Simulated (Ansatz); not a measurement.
Si: elastic constants from stress and strain

```
CELL_PARAMETERS angstrom
0.00000 2.71547 2.71547
2.71547 0.00000 2.71547
2.71547 2.71547 0.00000
ATOMIC_POSITIONS crystal
Si 0.50000 0.50000 0.50000
Si 0.75000 0.75000 0.75000
```

Atom numbers follow the list: Si1, Si2.

The structure is an experimental refinement, used without relaxation.

All numbers below come from Ansatz 0.2.0, DFT, PBE, all-electron LAPW, scalar-relativistic.

Sampling and basis: a Γ-centred 11×11×11 k mesh, Fermi–Dirac smearing of 0.08 eV, basis error target 0.25 meV/atom, no spin polarisation.

The unstrained cell is at 1.97 GPa. Large strains and very small stresses are left out. Each strain is applied once, with fractional coordinates held (clamped ions), and σ below is the change of stress, positive in tension. One finite strain gives stress–strain coefficients at this pressure with an error of the order of the strain times third-order constants, a few per cent for each per cent of strain.

Question: With equal xy, yz and zx engineering shear strains of -1 %, the run gives σxy = -1.07 GPa and γxy = 2εxy = -0.0100. Which stiffness follows?

Answer: C44 (clamped ions) = σxy/γxy = 107 GPa.

Question: Estimate the stiffness probed by this change, and the stress that it gives: equal xy, yz and zx engineering shear strains of +1 %.

Answer: σxy = 1.03 GPa and γxy = 2εxy = 0.0100, so C44 (clamped ions) = σxy/γxy = 103 GPa.

Question: The two estimates of C44 (clamped ions) differ. Why, and which value is best?

Answer: Finite strains add third-order terms, which change sign with the strain; interpolating the two linearly to zero strain gives 105 GPa, the better value.
